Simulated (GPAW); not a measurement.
# CoSi2 (Fm-3m) in GPAW: single point with PBE

Aim: the single point of CoSi2 with PBE.

All numbers are computed with GPAW 26.7.0; they aren't measurements. Logs are shortened: lines on timing, memory, paths and dates and some standing lists are left out, and cuts for length are marked. The log counts tension as positive stress, the text compression.

## (1) Starting point

It takes space group Fm-3m (No. 225, cubic). The conventional cell has a = 5.356 Å, b = 5.356 Å, c = 5.356 Å, α = 90.00°, β = 90.00°, γ = 90.00°. Co (site symmetry m-3m) has 8 Si at 2.32 Å as nearest neighbours. Si (site symmetry -43m) has 4 Co at 2.32 Å as nearest neighbours.

## (2) Single point, PBE, collinear spin, ferromagnetic start

File CoSi2.cif:

```cif
data_CoSi2
_cell_length_a 3.78726392
_cell_length_b 3.78726392
_cell_length_c 3.78726392
_cell_angle_alpha 60.00000000
_cell_angle_beta 60.00000000
_cell_angle_gamma 60.00000000
_space_group_name_H-M_alt 'P1'
_space_group_name_Hall 'P 1'
_space_group_IT_number 1
loop_
_space_group_symop_operation_xyz
'x,y,z'
loop_
_atom_site_label
_atom_site_type_symbol
_atom_site_symmetry_multiplicity
_atom_site_Wyckoff_symbol
_atom_site_fract_x
_atom_site_fract_y
_atom_site_fract_z
_atom_site_occupancy
Co1 Co 1 a 0.0000000000 0.0000000000 0.0000000000 1
Si1 Si 1 a 0.7500000000 0.7500000000 0.7500000000 1
Si2 Si 1 a 0.2500000000 0.2500000000 0.2500000000 1
```

Potentials or basis: GPAW PAW data sets (gpaw-data 1.2.1), pw.

On the command line:

```console
$ OMP_NUM_THREADS=1 gpaw run CoSi2.cif -p 'mode=PW(600),xc=PBE,kpts={size:(9,9,9),gamma:True},occupations={name:fermi-dirac,width:0.05},nbands=20,convergence={density:1e-05,energy:1e-05},maxiter=150,txt=gpaw.txt' --properties efsMm -w gs.gpw --modify 'atoms.set_initial_magnetic_moments([2.0, 0.0, 0.0])'
```

The program printed:

```text
__  _  _
 | _ |_)|_||  |
 |__||  | ||/\| - 26.7.0

Input parameters:
  mode=PW(ecut=600.0),
  convergence={'density': 1e-05, 'energy': 1e-05},
  kpts=MonkhorstPack(size=[9, 9, 9], gamma=True),
  maxiter=150,
  nbands=20,
  occupations=Occupations(name='fermi-dirac', width=0.05),
  xc=XC(name='PBE')

Diagonalizing LCAO Hamiltonian
Converting LCAO to pw mode

                       Si

            Si
       Co

Atoms  # Å, Bohr magnetons
|   | symbol |        x |        y |        z |    initial magnetic moments |
|---|--------|----------|----------|----------|-----------------------------|
| 0 |     Co | 0.000000 | 0.000000 | 0.000000 | ( 0.0000,  0.0000,  2.0000) |
| 1 |     Si | 5.680896 | 3.279867 | 2.319216 | ( 0.0000,  0.0000,  0.0000) |
| 2 |     Si | 1.893632 | 1.093289 | 0.773072 | ( 0.0000,  0.0000,  0.0000) |

Unit cell  # Å
| periodic |        x |        y |        z |  lengths |    angles |
|----------|----------|----------|----------|----------|-----------|
|      yes | 3.787264 | 0.000000 | 0.000000 | 3.787264 | 60.000000 |
|      yes | 1.893632 | 3.279867 | 0.000000 | 3.787264 | 60.000000 |
|      yes | 1.893632 | 1.093289 | 3.092288 | 3.787264 | 60.000000 |

Number of symmetries: 48
Symmetry operations  # r_c * U_cc + t_c -> r_c
|    | kind |            matrix            |
|----|------|------------------------------|
|  0 |  σ   |  1, 0, 0,  1, 0,-1,  1,-1, 0 |
|  1 |  C2  |  1, 0, 0,  1,-1, 0,  1, 0,-1 |
|  2 |  E   |  1, 0, 0,  0, 1, 0,  0, 0, 1 |
|  3 |  σ   |  1, 0, 0,  0, 0, 1,  0, 1, 0 |
|  4 |  C4  |  1, 0,-1,  1, 0, 0,  1,-1, 0 |
|  5 |  S6  |  1, 0,-1,  1,-1, 0,  1, 0, 0 |
|  6 |  σ   |  1, 0,-1,  0, 1,-1,  0, 0,-1 |
|  7 |  C3  |  1, 0,-1,  0, 0,-1,  0, 1,-1 |
|  8 |  S6  |  1,-1, 0,  1, 0, 0,  1, 0,-1 |
|  9 |  C4  |  1,-1, 0,  1, 0,-1,  1, 0, 0 |
| 10 |  C3  |  1,-1, 0,  0,-1, 1,  0,-1, 0 |
| 11 |  σ   |  1,-1, 0,  0,-1, 0,  0,-1, 1 |
| 12 |  σ   |  0, 1, 0,  1, 0, 0,  0, 0, 1 |
| 13 |  C4  |  0, 1, 0,  0, 1,-1, -1, 1, 0 |
| 14 |  C3  |  0, 1, 0,  0, 0, 1,  1, 0, 0 |
| 15 |  S6  |  0, 1, 0, -1, 1, 0,  0, 1,-1 |
| 16 |  C2  |  0, 1,-1,  1, 0,-1,  0, 0,-1 |
| 17 |  σ   |  0, 1,-1,  0, 1, 0, -1, 1, 0 |
| 18 |  S4  |  0, 1,-1,  0, 0,-1,  1, 0,-1 |
| 19 |  C4  |  0, 1,-1, -1, 1, 0,  0, 1, 0 |
| 20 |  C3  |  0, 0, 1,  1, 0, 0,  0, 1, 0 |
| 21 |  σ   |  0, 0, 1,  0, 1, 0,  1, 0, 0 |
| 22 |  S6  |  0, 0, 1,  0,-1, 1, -1, 0, 1 |
| 23 |  C4  |  0, 0, 1, -1, 0, 1,  0,-1, 1 |
| 24 |  S4  |  0, 0,-1,  1, 0,-1,  0, 1,-1 |
| 25 |  C3  |  0, 0,-1,  0, 1,-1,  1, 0,-1 |
| 26 |  C2  |  0, 0,-1,  0,-1, 0, -1, 0, 0 |
| 27 |  S6  |  0, 0,-1, -1, 0, 0,  0,-1, 0 |
| 28 |  S4  |  0,-1, 1,  1,-1, 0,  0,-1, 0 |
| 29 |  C4  |  0,-1, 1,  0, 0, 1, -1, 0, 1 |
| 30 |  C2  |  0,-1, 1,  0,-1, 0,  1,-1, 0 |
| 31 |  σ   |  0,-1, 1, -1, 0, 1,  0, 0, 1 |
| 32 |  C3  |  0,-1, 0,  1,-1, 0,  0,-1, 1 |
| 33 |  S6  |  0,-1, 0,  0, 0,-1, -1, 0, 0 |
| 34 |  S4  |  0,-1, 0,  0,-1, 1,  1,-1, 0 |
| 35 |  C2  |  0,-1, 0, -1, 0, 0,  0, 0,-1 |
| 36 |  C2  | -1, 1, 0,  0, 1, 0,  0, 1,-1 |
| 37 |  S6  | -1, 1, 0,  0, 1,-1,  0, 1, 0 |
| 38 |  S4  | -1, 1, 0, -1, 0, 1, -1, 0, 0 |
| 39 |  C3  | -1, 1, 0, -1, 0, 0, -1, 0, 1 |
| 40 |  S6  | -1, 0, 1,  0, 0, 1,  0,-1, 1 |
| 41 |  C2  | -1, 0, 1,  0,-1, 1,  0, 0, 1 |
| 42 |  C3  | -1, 0, 1, -1, 1, 0, -1, 0, 0 |
| 43 |  S4  | -1, 0, 1, -1, 0, 0, -1, 1, 0 |
| 44 |  C2  | -1, 0, 0,  0, 0,-1,  0,-1, 0 |
| 45 |  i   | -1, 0, 0,  0,-1, 0,  0, 0,-1 |
| 46 |  σ   | -1, 0, 0, -1, 1, 0, -1, 0, 1 |
| 47 |  C2  | -1, 0, 0, -1, 0, 1, -1, 1, 0 |

BZ-sampling:
  Number of BZ points: 729
  Number of IBZ points: 35

  Monkhorst-Pack size: [9, 9, 9]
  Monkhorst-Pack shift: [0, 0, 0]

K-points  # in reciprocal-cell coordinates
|     |                                coordinates |     weight |
|-----|--------------------------------------------|------------|
|   0 | (  0.00000000,   0.00000000,   0.00000000) | 0.00137174 |
|   1 | (  0.11111111,   0.11111111,   0.00000000) | 0.00823045 |
|   2 | (  0.11111111,   0.11111111,   0.11111111) | 0.01097394 |
|   3 | (  0.22222222,   0.11111111,   0.11111111) | 0.01646091 |
|   4 | (  0.22222222,   0.22222222,   0.00000000) | 0.00823045 |
|   5 | (  0.22222222,   0.22222222,   0.11111111) | 0.03292181 |
|   6 | (  0.22222222,   0.22222222,   0.22222222) | 0.01097394 |
|   7 | (  0.33333333,   0.22222222,   0.11111111) | 0.03292181 |
|   8 | (  0.33333333,   0.22222222,   0.22222222) | 0.03292181 |
|   9 | (  0.33333333,   0.33333333,  -0.33333333) | 0.01646091 |
| ... |                                            |            |
|  34 | (  0.44444444,   0.44444444,   0.44444444) | 0.01097394 |

Plane wave coefficients: 1299
Cutoff: 600.0 eV

Spin-components: 2 (collinear spins)
Bands:           20
Projectors:      16
Spin-degeneracy: 1
Datatype:        complex128

Density:
  Valence electrons: 17.0
  Components: 2
  Grid points: [24 24 24]
  Charge: 0.0  # |e|

Potential:
  Grid points: [24 24 24]

species:
  Co:
    name:    Cobalt
    Z:       27.0
    valence: 9
    core:    18
    charge:  0.0  # [|e|]
    compensation charges:
      type: gauss
      rc: 0.32  # [Å]
      lmax: 2
    cutoffs:
      filter: 1.87  # [Å]
      core: 2.55  # [Å]
    projectors
    | kind |    occ | energy [eV] | rcut [Å] |
    |------|--------|-------------|----------|
    |   4s |  2.000 |      -5.469 |    1.005 |
    |   4p |  0.000 |      -1.277 |    1.058 |
    |   3d |  7.000 |      -8.205 |    1.005 |
    |    s |        |      21.742 |    1.005 |
    |    p |        |      25.934 |    1.058 |
    |    d |        |      19.007 |    1.005 |

    Using partial waves for Co as LCAO basis

  Si:
    name:    Silicon
    Z:       14.0
    valence: 4
    core:    10
    charge:  0.0  # [|e|]
    compensation charges:
      type: gauss
      rc: 0.33  # [Å]
      lmax: 2
    cutoffs:
      filter: 1.86  # [Å]
      core: 2.06  # [Å]
    projectors
    | kind |    occ | energy [eV] | rcut [Å] |
    |------|--------|-------------|----------|
    |   3s |  2.000 |     -10.812 |    1.058 |
    |   3p |  2.000 |      -4.081 |    1.058 |
    |    s |        |      16.399 |    1.058 |
    |    p |        |      23.130 |    1.058 |
    |    d |        |       0.000 |    1.058 |

    Using partial waves for Si as LCAO basis

Reference energy: -53675.398406  # eV

eigensolver:
  PPCG
  Converge bands: occupied
  niter=2

density mixing:
  MSR1-Mixer
  Pratt-step length: 0.05
  Maximum mixing coefficient: 0.75
  Old densities: 10
  SVD Regularization: 0.005
  Good broyden scale: 1.0
  Trust region scale: 1.0
  Backstep threshold: 4.0
  History deletion threshold: 6.0
  Fourier metric: weight=20.0, sigma=0.015

occupation numbers:
  Fermi-Dirac:
    width: 0.0500  # eV

poisson solver:
  ecut: 4800.0  # eV

xc functional:
  name: PBE with 2 nearest neighbor stencil

convergence criteria:
- Maximum integral of absolute [dens]ity change: 1e-05 electrons / valence electron
- Maximum [total energy] change in last 3 cyles: 1e-05 eV / valence electron
- Maximum integral of absolute [eigenst]ate change: 4e-08 eV^2 / valence electron
maximum number of iterations: 150

SCF iterations
|iter     | |      energy | eigst |  dens |  magmom |
|---------|-|-------------|-------|-------|---------|
|iter:   1| |  -20.737243 | +0.62 |       |  +2.0044|
|iter:   2| |  -20.376612 | -1.65 | -0.63 |  +1.9195|
|iter:   3| |  -20.231425 | -2.54 | -0.69 |  +1.3746|
|iter:   4| |  -20.354913 | -2.46 | -0.91 |  +0.6196|
|iter:   5| |  -20.415319 | -2.74 | -1.34 |  +0.2123|
|iter:   6| |  -20.433593 | -3.20 | -1.64 |  -0.0899|
|iter:   7| |  -20.434666 | -4.62 | -2.10 |  -0.0256|
|iter:   8| |  -20.434778 | -5.12 | -2.53 |  -0.0049|
|iter:   9| |  -20.434779c| -6.98 | -3.47 |  -0.0019|
|iter:  10| |  -20.434779c| -7.61c| -3.90 |  -0.0004|
|iter:  11| |  -20.434779c| -8.00c| -4.57 |  -0.0000|
|iter:  12| |  -20.434779c| -8.65c| -5.33c|  +0.0000|

Converged in 12 steps
Energy contributions relative to reference atoms: (reference = -53675.398406)

Energy contributions:
  Kinetic:          20.071765
  Coulomb:         -14.552763
  Zero:             -0.048742
  External:          0.000000
  Xc:              -25.899999
  Entropy:          -0.010079
  Spinorbit:         0.000000
  ----------------------------
  Free energy:     -20.439819
  Extrapolated:    -20.434779

dipole moment: (-20.467581, -11.816963, -8.355855)  # |e|*Ang

Total magnetic moment: (0.000000, 0.000000, 0.000002)

Local magnetic moments
|        x |        y |         z |
|----------|----------|-----------|
| 0.000000 | 0.000000 | -0.000002 |  # Co   0
| 0.000000 | 0.000000 |  0.000001 |  # Si   1
| 0.000000 | 0.000000 |  0.000001 |  # Si   2

Fermi level: 9.631
Eigenvalues  # (at kpt = [0.000, 0.000, 0.000])
| band index |      eig [eV] | occ [0-1] |      eig [eV] | occ [0-1] |
|------------|---------------|-----------|---------------|-----------|
|          0 |        -3.496 |     1.000 |        -3.496 |     1.000 |
|          1 |         5.585 |     1.000 |         5.585 |     1.000 |
|          2 |         5.585 |     1.000 |         5.585 |     1.000 |
|          3 |         5.585 |     1.000 |         5.585 |     1.000 |
|          4 |         7.757 |     1.000 |         7.757 |     1.000 |
|          5 |         7.757 |     1.000 |         7.757 |     1.000 |
|          6 |        10.416 |     0.000 |        10.416 |     0.000 |
|          7 |        13.075 |     0.000 |        13.075 |     0.000 |
|          8 |        13.075 |     0.000 |        13.075 |     0.000 |
|          9 |        13.075 |     0.000 |        13.075 |     0.000 |
|         10 |        13.111 |     0.000 |        13.111 |     0.000 |
|         11 |        13.111 |     0.000 |        13.111 |     0.000 |
|         12 |        13.111 |     0.000 |        13.111 |     0.000 |
|         13 |        15.331 |     0.000 |        15.331 |     0.000 |
|        ... |               |           |               |           |
|         19 |        24.589 |     0.000 |        24.589 |     0.000 |

No gap
No difference between direct/indirect transitions

Forces  # eV/Ang
|        x |        y |        z |
|----------|----------|----------|
|  0.00000 |  0.00000 |  0.00000 |  # Co   0
|  0.00000 |  0.00000 |  0.00000 |  # Si   1
| -0.00000 | -0.00000 | -0.00000 |  # Si   2

Stress tensor  # eV/Ang^3
|         x |         y |         z |
|-----------|-----------|-----------|
| -0.008462 | -0.000000 | -0.000000 |
| -0.000000 | -0.008462 |  0.000000 |
| -0.000000 |  0.000000 | -0.008462 |

# Writing to gs.gpw (mode='')
```

Run time: 19 s. Hardware: 1 thread of AMD EPYC 9R45 (Zen 5), shared host; peak memory 0.2 GiB.

What came out:

| Item | Value |
| --- | --- |
| Free energy | -20.4398 eV |
| Pressure | 1.4 GPa |
| Band gap on the k mesh | none (metal or under the smearing width) |
| Net moment | 0.00 μB per cell |

Caveat: the starting moments collapsed, and a magnetic state may lie lower.
